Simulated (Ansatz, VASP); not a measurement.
**B (zigzag B chain): VASP beside Ansatz**

Aim: how closely do two programs agree when they are given the same cell, functional and k mesh? The structure shown is the start of the Ansatz relaxation below; VASP solves that cell, so the two are compared at the walk's first step.

Method: plane waves, with VASP 6.6.1 beside it; single point at PBE, single point at PBEsol and single point at r2SCAN, in Ansatz 0.2.0.

**1. The starting structure**

The cell holds 2 atoms: 2 B. Cell: a = 9.000 Å, b = 7.500 Å, c = 2.818 Å, α = 90.0°, β = 90.0°, γ = 90.0°. Vacuum lies along a and b. The structure's axis is c.

Structure file:

```cif
data_structure
_symmetry_space_group_name_H-M 'P 1'
_symmetry_Int_Tables_number 1
_cell_length_a 9.0000
_cell_length_b 7.5000
_cell_length_c 2.8184
_cell_angle_alpha 90.000
_cell_angle_beta 90.000
_cell_angle_gamma 90.000
_cell_volume 190.24
loop_
_atom_site_label
_atom_site_type_symbol
_atom_site_fract_x
_atom_site_fract_y
_atom_site_fract_z
_atom_site_occupancy
B1 B 0.45837 0.50000 0.00000 1
B2 B 0.54163 0.50000 0.50000 1
```

**2. Ansatz: relaxation, PBE**

Ansatz runs on its default PAW (the set named soft_2) files.

The two programs are compared at the cell with which this relaxation starts, whose forces are those of its first step.

Input file input.yaml:

```yaml
crystal:
  lattice:
    - [9.0, 0.0, 0.0]
    - [0.0, 7.5, 0.0]
    - [0.0, 0.0, 2.8183687164]
  atoms:
    - { symbol: B, position: [0.458373521, 0.5, 0.0] }
    - { symbol: B, position: [0.541626479, 0.5, 0.5] }
kpoints:
  mp_grid: { grid: [1, 1, 29] }
scf:
  occupations: { method: fermi_dirac, width: 0.05 }
hamiltonian:
  xc: pbe
relax:
  cell: { fix: [a, b, alpha, beta, gamma] }
  max_steps: 60
```

The run is started by

```bash
$ ansatz run input.yaml --threads 4 --pin off --max-ram 8192MiB --backend cpu --events-out ev --progress --plain --runs-dir out
```

Numbers of over 12 decimals in the logs are rounded to 6 here.

What it wrote:

```text
Engine: ansatz 0.2.0, aarch64-unknown-linux-gnu
Pseudopotentials: kind: paw
Pseudopotential: B, paw, valence charge 3, recommended cutoff 420 eV (normal), B.paw.azcp
Functional definition: PBE
  parameter kappa = 0.804
  parameter beta = 0.066725
  exchange = pbe_x(kappa = kappa, mu = beta*pi^2/3)
  correlation = pbe_c(beta = beta)
Crystal: 2 atoms, lattice volume = 190.240 Å³
Basis set: ecut = 420 eV, 3743 PW (Γ), exchange–correlation on 128×108×40 points (8 copies of the dense FFT grid, shifted against one another)
Bands: 7, of which v1, the nominal top of the filled ones, is band 3 counted from 1 (2 counted from 0)
Symmetry: 8 space group operations
Space group: Pmma (ITA 51), of the structure as read, at distance tolerance 5.8e-5 Å
k-points: 15 of 29
Non-local potential: B, projectors of the file, l = 0: 2, l = 1: 2, l = 2: 1
PAW form: soft (Blöchl's): semilocal exchange-correlation on the pseudo side does not see the compensation charge
PAW one-centre angular grid: B, 110 points (default); XC on 64 Gauss nodes
Initial density: superposition of atomic densities (neutral atoms: chi_scale 0, normalization atom), corrected by the library's trained network
Initial wavefunctions: pseudopotential atomic-orbital guess
Functional: x = pbe(κ = 0.804, μ = 0.219515), c = pbe(β = 0.066725)
SCF iter   1: F=—  HF=-306.889095 eV  |F-HF|=—  |Δ(HF+E_count)|=         —  Δρ=5.22e-3  dr2=5.56e-2  ethr=1.77e-3  ⟨swp⟩=5.8  Hψ=884  notcnv=0
preconditioner: auto → LDOS  [metal: Δε(μ)=0.141 eV  Ē_g=8.046 eV  σ=0.050 eV  W_gap=0.48  n_scr=10 (ndim 8)  ℏωp=6.6 eV  f_vac=0.681  D(μ)=2.21/eV (n_scr^D=10)  β→1.0]
SCF iter   2: F=—  HF=-306.893686 eV  |F-HF|=—  |Δ(HF+E_count)|=   4.59e-3  Δρ=2.98e-3  dr2=1.31e-2  ethr=9.26e-4  ⟨swp⟩=4.2  Hψ=340  notcnv=0  defer=1
SCF iter   3: F=—  HF=-306.893731 eV  |F-HF|=—  |Δ(HF+E_count)|=   4.52e-5  Δρ=4.01e-4  dr2=5.87e-4  ethr=2.18e-4  ⟨swp⟩=3.0  Hψ=192  notcnv=0  defer=1
SCF iter   4: F=—  HF=-306.893967 eV  |F-HF|=—  |Δ(HF+E_count)|=   2.36e-4  Δρ=1.04e-4  dr2=3.32e-5  ethr=9.79e-6  ⟨swp⟩=3.2  Hψ=180  notcnv=0  defer=1
SCF iter   5: F=—  HF=-306.893969 eV  |F-HF|=—  |Δ(HF+E_count)|=   1.60e-6  Δρ=1.75e-5  dr2=1.10e-6  ethr=5.53e-7  ⟨swp⟩=2.2  Hψ=153  notcnv=0  defer=1
SCF iter   6: F=-306.893969 eV  HF=-306.893969 eV  |F-HF|=1.28e-8  |Δ(HF+E_count)|=   4.15e-7  Δρ=2.72e-6  dr2=1.32e-8  ethr=1.67e-9  ⟨swp⟩=5.1  Hψ=332  notcnv=0
SCF 1 converged in 6 iterations: F = -306.893969 eV  dr2 = 1.32e-8
  greatest PAW one-centre occupation: 0.588 electrons in one spin orbital (limit 2), on the B atom at site 1 (counted from 0), in its partial waves of l = 0
relax step   1: F+E_penalty+E_count = -306.89396944 eV  Δ(F+E_penalty+E_count) = +0.000e0 eV  max|allowed force component| = 2.840e0 eV/Å  Δτ_max = 0.0000 Å  P = -0.068 GPa  Ω = 190.240 Å³  fix = [a, b, alpha, beta, gamma]  reactions: a -1.774, b +0.056 GPa  (6 SCF iters, dr2 threshold 1.00e-7 eV, accepted)
[...]
relax step   5: F+E_penalty+E_count = -308.46884467 eV  Δ(F+E_penalty+E_count) = -6.666e-3 eV  max|allowed force component| = 4.539e-2 eV/Å  Δτ_max = 0.0201 Å  P = +0.428 GPa  Ω = 206.818 Å³  energy of the carried Pulay correction = -2.091e-3 eV  fix = [a, b, alpha, beta, gamma]  reactions: a -0.003, b +0.039 GPa  (6 SCF iters, dr2 threshold 2.00e-7 eV, accepted)
[...]
relax step   6: F+E_penalty+E_count = -308.47744837 eV  Δ(F+E_penalty+E_count) = -8.604e-3 eV  max|allowed force component| = 3.310e-4 eV/Å  Δτ_max = 0.0048 Å  P = +0.038 GPa  Ω = 208.919 Å³  energy of the carried Pulay correction = -2.343e-3 eV  fix = [a, b, alpha, beta, gamma]  reactions: a -0.004, b +0.038 GPa  (5 SCF iters, dr2 threshold 2.00e-7 eV, accepted)
[...]
relax step   7: F+E_penalty+E_count = -308.47746598 eV  Δ(F+E_penalty+E_count) = -1.761e-5 eV  max|allowed force component| = 1.932e-5 eV/Å  Δτ_max = 0.0000 Å  P = +0.009 GPa  Ω = 209.080 Å³  energy of the carried Pulay correction = -2.363e-3 eV  fix = [a, b, alpha, beta, gamma]  reactions: a -0.004, b +0.038 GPa  (5 SCF iters, dr2 threshold 1.63e-8 eV, accepted)
[...]
relax step   8: F+E_penalty+E_count = -308.48198076 eV  Δ(F+E_penalty+E_count) = -4.515e-3 eV  max|allowed force component| = 1.933e-5 eV/Å  Δτ_max = 0.0000 Å  P = +0.034 GPa  Ω = 209.080 Å³  fix = [a, b, alpha, beta, gamma]  reactions: a +0.009, b +0.049 GPa  stress off target by 4.52e-2 GPa on what of the cell is left free  SCF on the basis re-selected at this cell (its energy is not comparable with the rows above)  (4 SCF iters)
basis re-selected at this cell: Δ(F+E_penalty+E_count) = -4.515e-3 eV, ΔP = +0.025 GPa vs the last step (what re-selecting the basis moved, of the pressure what is left beyond the Pulay correction that the steps carried, after the strain that the cell walked since its last selection, with what the two solves' SCF thresholds leave and, on support functions, any second-order correction that the steps lacked; it is no measure of the basis error at this ecutwfc). The dense FFT grid was sized anew with the basis: this SCF ran on 64×54×24 points, the steps before it on 64×54×20, so part of this shift can come from that change (see relax.cell in the input reference). [rest of the remark cut]
SCF converged after 4 iterations
Free energy (F): -308.481981 eV
Harris-Foulkes:  -308.481981 eV  (|F-HF|=2.97e-10)
Internal energy: -308.472768 eV  (E = F + TS)
E sigma→0 (E₀):  -308.477375 eV
Entropy (-TS):   -0.009212 eV (-4.606 meV/atom)
Fermi energy:    -4.763179 eV
--- Per-component energies (eV) ---
  E_band       = -52.190664
  E_kinetic    = 87.492770
  E_local      = -405.595286  (includes V_loc(G=0)·N_el)
  E_nonlocal   = 27.154720
  E_hartree    = 156.869763
  E_xc         = -59.298925
  E_vxc        = -69.356308  (∫ρ·V_xc dr)
  E_paw        = -157.442788  (= ΣΔE_a)
  E_vpaw       = -5.626094  (= ΣTr[D̂ρ^β])
  E_aug_tail   = -0.000005  (compensation charges beyond the density's cutoff)
  E_ewald      = 42.346982
  E_smearing   = -0.009212  (= −TS)
  E_closure    = -0.000000  (closes the sum)
  Σ components = -308.481981   (vs F -308.481981, Δ=0.00e0)
--- Forces (eV/Å), atoms counted from 1 ---
  atom   1  B      0.00001933     0.00000000     0.00000000
  atom   2  B     -0.00001933     0.00000000     0.00000000
  max |Σ_I F_I| component: 0.00e0 eV/Å
--- Stress (GPa, compression-positive) ---
        0.009028       0.000000       0.000000
        0.000000       0.048952       0.000000
        0.000000       0.000000       0.045198
  P = ⅓ Tr σ = 0.0344 GPa (0.344 kbar)
--- Relaxed structure (7 steps of the walk, 7 accepted, 1 SCFs on fresh bases) ---
  F+E_penalty+E_count = -308.48198076 eV   max|allowed force component| = 1.933e-5 eV/Å   (the final SCF, on the basis selected at the relaxed cell)
  cell:  # Å, volume = 209.0803 Å³
    - [9.0, 0.0, 0.0]
    - [0.0, 7.5, 0.0]
    - [0.0, 0.0, 3.097486]
  atoms:
    - { symbol: B, position: [0.500000, 0.5, 0.0] }
    - { symbol: B, position: [0.500000, 0.5, 0.5] }
```

In the SCF lines HF is the Harris–Foulkes energy and dr2 the Hartree energy of the density residual, in eV; the loop may stop once dr2 is under the threshold and the program's other checks hold. Hψ counts applications of the Hamiltonian.

**3. VASP: single point, PBE, start cell**

The same cell, functional, mesh and smearing now go to VASP, with its own data sets.

Lines of VASP's logs that name or quote its potential files are left out, and so is its time.

Input file INCAR:

```
SYSTEM = B
PREC = Accurate
ENCUT = 420
EDIFF = 1E-06
NELM = 120
ISMEAR = -1
SIGMA = 0.05
LREAL = .FALSE.
ALGO = Normal
GGA = PE
NBANDS = 9
LORBIT = 11
LWAVE = .FALSE.
LCHARG = .FALSE.
ISIF = 2
LASPH = .TRUE.
GGA_COMPAT = .FALSE.
```

Input file POSCAR:

```
B
1.0
    9.0000000000      0.0000000000      0.0000000000
    0.0000000000      7.5000000000      0.0000000000
    0.0000000000      0.0000000000      2.8183690000
B
2
Direct
    0.4583735556      0.5000000000      0.0000000000
    0.5416264444      0.5000000000      0.4999998226
```

Input file KPOINTS:

```
Automatic mesh
0
Gamma
1 1 29
0 0 0
```

Potentials, in the order of the species: B (PBE family, release 64).

The run is started by

```bash
$ mpirun -np 1 vasp_std
```

What it wrote:

```text
[banner, memory and clock lines left out]
running    1 mpi-ranks, on    1 nodes
 distrk:  each k-point on    1 cores,    1 groups
 distr:  one band on    1 cores,    1 groups

 POSCAR found type information on POSCAR B
 POSCAR found :  1 types and       2 ions
 LDA part: xc-table for (Slater+PW92), standard interpolation
 POSCAR, INCAR and KPOINTS ok, starting setup
 FFT: planning ... GRIDC
 FFT: planning ... GRID_SOFT
 FFT: planning ... GRID
 WAVECAR not read
 entering main loop
       N       E                     dE             d eps       ncg     rms          rms(c)
DAV:   1     0.219645561586E+02    0.21965E+02   -0.17740E+03   270   0.358E+02
DAV:   2    -0.785757706905E+01   -0.29822E+02   -0.28088E+02   400   0.641E+01
DAV:   3    -0.102594077939E+02   -0.24018E+01   -0.23135E+01   339   0.239E+01
DAV:   4    -0.102844402551E+02   -0.25032E-01   -0.25027E-01   359   0.281E+00
DAV:   5    -0.102846388677E+02   -0.19861E-03   -0.19861E-03   356   0.210E-01    0.632E+00
DAV:   6    -0.887159386860E+01    0.14130E+01   -0.16821E+00   352   0.533E+00    0.326E+00
DAV:   7    -0.851459520201E+01    0.35700E+00   -0.16527E+00   333   0.546E+00    0.132E+00
DAV:   8    -0.850284421620E+01    0.11751E-01   -0.30325E-01   337   0.242E+00    0.952E-01
DAV:   9    -0.847184978624E+01    0.30994E-01   -0.91180E-02   330   0.126E+00    0.291E-01
DAV:  10    -0.847302607677E+01   -0.11763E-02   -0.28220E-03   270   0.309E-01    0.565E-02
DAV:  11    -0.847410500768E+01   -0.10789E-02   -0.10780E-03   271   0.194E-01    0.808E-02
DAV:  12    -0.847481692215E+01   -0.71191E-03   -0.21917E-04   272   0.721E-02    0.218E-02
DAV:  13    -0.847540748674E+01   -0.59056E-03   -0.19917E-04   305   0.620E-02    0.328E-02
DAV:  14    -0.847558271712E+01   -0.17523E-03   -0.62592E-05   271   0.368E-02    0.536E-03
DAV:  15    -0.847568577345E+01   -0.10306E-03   -0.29231E-05   270   0.230E-02    0.560E-03
DAV:  16    -0.847569124171E+01   -0.54683E-05   -0.20461E-06   292   0.680E-03    0.675E-04
DAV:  17    -0.847569411493E+01   -0.28732E-05   -0.50660E-07   271   0.315E-03    0.139E-03
DAV:  18    -0.847569671138E+01   -0.25965E-05   -0.55429E-07   271   0.289E-03    0.480E-04
DAV:  19    -0.847569699216E+01   -0.28078E-06   -0.21039E-08   275   0.719E-04
   1 F= -.84756970E+01 E0= -.84669761E+01  d E =-.174417E-01
```

Parts of OUTCAR (step 3):

```text
ion  position               nearest neighbor table
   1  0.458  0.500  0.000-   2 1.60   2 1.60
   2  0.542  0.500  0.500-   1 1.60   1 1.60

  LATTYP: Found a simple orthorhombic cell.
 ALAT       =     2.8183690000
 B/A-ratio  =     2.6611135731
 C/A-ratio  =     3.1933362878

 Subroutine GETGRP returns: Found  8 space group operations
 (whereof  4 operations were pure point group operations)

The static configuration has the point symmetry C_2v.
 The point group associated with its full space group is D_2h.

 Found     15 irreducible k-points:

   k-points           NKPTS =     15   k-points in BZ     NKDIM =     15   number of bands    NBANDS=      9

   dimension x,y,z NGX =    60 NGY =   50 NGZ =   20
   dimension x,y,z NGXF=   120 NGYF=  100 NGZF=   40

   ENCUT  =  420.0 eV  30.87 Ry    5.56 a.u.  15.04 12.53  4.71*2*pi/ulx,y,z

   NELECT =       6.0000    total number of electrons

 k-points in reciprocal lattice and weights: Automatic mesh
   0.00000000  0.00000000  0.00000000       0.034
   0.00000000  0.00000000  0.03448276       0.069
   0.00000000  0.00000000  0.06896552       0.069
   0.00000000  0.00000000  0.10344828       0.069
   0.00000000  0.00000000  0.13793103       0.069
   0.00000000  0.00000000  0.17241379       0.069
   0.00000000  0.00000000  0.20689655       0.069
   0.00000000  0.00000000  0.24137931       0.069
   0.00000000  0.00000000  0.27586207       0.069
[...]
0.00000000  0.00000000  0.44827586       0.069
   0.00000000  0.00000000  0.48275862       0.069

 average (electrostatic) potential at core
       1 -36.5220       2 -36.5220

 E-fermi :  -4.7909

 k-point     1 :       0.0000    0.0000    0.0000
  band No.  band energies     occupation
      1     -13.3626      2.00000
      2      -6.2477      2.00000
      3      -5.8179      2.00000
      4      -4.6485      0.10962
      5      -1.1501      0.00000
      6       0.9414      0.00000
      7       1.6758      0.00000
      8       1.7465      0.00000
    ...

 k-point     2 :       0.0000    0.0000    0.0345
  band No.  band energies     occupation
      1     -13.3479      2.00000
      2      -6.2359      2.00000
      3      -5.7973      2.00000
      4      -4.7022      0.29007
      5      -1.1391      0.00000
      6       0.9569      0.00000
      7       1.6921      0.00000
      8       1.7595      0.00000
    ...

 k-point     3 :       0.0000    0.0000    0.0690
  band No.  band energies     occupation
      1     -13.3037      2.00000
      2      -6.2033      2.00000
      3      -5.7354      2.00000
      4      -4.8551      1.56623
      5      -1.1074      0.00000
      6       1.0027      0.00000
      7       1.7412      0.00000
      8       1.7972      0.00000
      9       1.9941      0.00000

  Total       -2.1085972      0.0603405      1.8198775      0.0000000      0.0000000      0.0000000
  in kB      -17.7583491      0.5081806     15.3267867      0.0000000      0.0000000      0.0000000
  external PRESSURE =      -0.6411272 kB  Pullay stress =       0.0000000 kB

  energy-cutoff  :      420.00
  volume of cell :      190.24
      direct lattice vectors                 reciprocal lattice vectors
     9.000000000  0.000000000  0.000000000     0.111111111  0.000000000  0.000000000
     0.000000000  7.500000000  0.000000000     0.000000000  0.133333333  0.000000000
     0.000000000  0.000000000  2.818369000     0.000000000  0.000000000  0.354815143

 POSITION                                       TOTAL-FORCE (eV/Angst)
 -----------------------------------------------------------------------------------
      4.12536      3.75000      0.00000         2.836013      0.000000      0.000000
      4.87464      3.75000      1.40918        -2.836013      0.000000      0.000000
 -----------------------------------------------------------------------------------
    total drift:                               -0.000014     -0.000000      0.000021

  FREE ENERGIE OF THE ION-ELECTRON SYSTEM (eV)
  ---------------------------------------------------
  free  energy   TOTEN  =        -8.4756969922 eV

  energy  without entropy=       -8.4582553005  energy(sigma->0) =       -8.46697615

 total charge
# of ion       s       p       d       tot
------------------------------------------
    1        0.794   1.020   0.000   1.814
    2        0.794   1.020   0.000   1.814
--------------------------------------------------
tot          1.588   2.040   0.000   3.629

[... 3 further parts left out ...]
```

**4. Comparison**

Forces (eV/Å; atoms numbered as in POSCAR):

| atom | Ansatz x, y, z | VASP x, y, z |
| --- | --- | --- |
| B1 | 2.840, 0.000, 0.000 | 2.836, 0.000, 0.000 |
| B2 | -2.840, 0.000, 0.000 | -2.836, 0.000, 0.000 |

The forces differ by 2.6 meV/Å r.m.s., which is 0.2 % of the r.m.s. force of 1.637 eV/Å (both taken over all components).

**5. Ansatz: relaxation, PBEsol**

The two programs are compared at the cell with which this relaxation starts, whose forces are those of its first step.

The structure compared here is the start of the Ansatz relaxation; VASP solves that cell, so the two are compared at the walk's first step.

input.yaml, the sections that differ from step 2:

```yaml
crystal:
  lattice:
    - [9.0, 0.0, 0.0]
    - [0.0, 7.5, 0.0]
    - [0.0, 0.0, 2.8183687164]
  atoms:
    - { symbol: B, position: [0.458373521, 0.5, 0.0], spin: 0.3 }
    - { symbol: B, position: [0.541626479, 0.5, 0.5], spin: 0.3 }
magnetization:
  spin_polarized: true
hamiltonian:
  xc: pbesol
# kpoints, scf, relax: as in step 2
```

The run is started by

```bash
$ ansatz run input.yaml --threads 4 --pin off --max-ram 8192MiB --backend cpu --events-out ev --progress --plain --runs-dir out
```

What it wrote:

```text
[...]
Crystal: 2 atoms, lattice volume = 190.240 Å³
Basis set: ecut = 420 eV, 3743 PW (Γ), exchange–correlation on 128×108×40 points (8 copies of the dense FFT grid, shifted against one another)
Bands: 8, of which v1, the nominal top of the filled ones, is band 3 counted from 1 (2 counted from 0)
Symmetry: 8 space group operations
[...]
0.000000       0.000000       0.046909
  P = ⅓ Tr σ = 0.0341 GPa (0.341 kbar)
--- Relaxed structure (7 steps of the walk, 7 accepted, 1 SCFs on fresh bases) ---
[...]
cell:  # Å, volume = 209.0685 Å³
    - [9.0, 0.0, 0.0]
    - [0.0, 7.5, 0.0]
    - [0.0, 0.0, 3.097310]
  atoms:
    - { symbol: B, position: [0.500000, 0.500000, 0.0] }
    - { symbol: B, position: [0.500000, 0.500000, 0.500000] }
[key lines of the parts left out:]
SCF converged after 5 iterations
Magnetization: -0.0000 μB (3.0000 up, 3.0000 down)
Free energy (F): -301.509073 eV
Fermi energy:    -4.800236 eV
```

(Continued in part 2 of 2.)

[Lines on the potential files, build, host, timing and source positions are cut from VASP's logs without a mark.]

[Logs are printed without paths, hosts, clocks, repeated set-up lines and the standing remarks that a program may print on its own settings, such as how far it seeks lower states.]

[Hosts, paths, dates, database ids (printed as entryN), source tags and the programs' standing remarks are cut or masked in the printed files.]
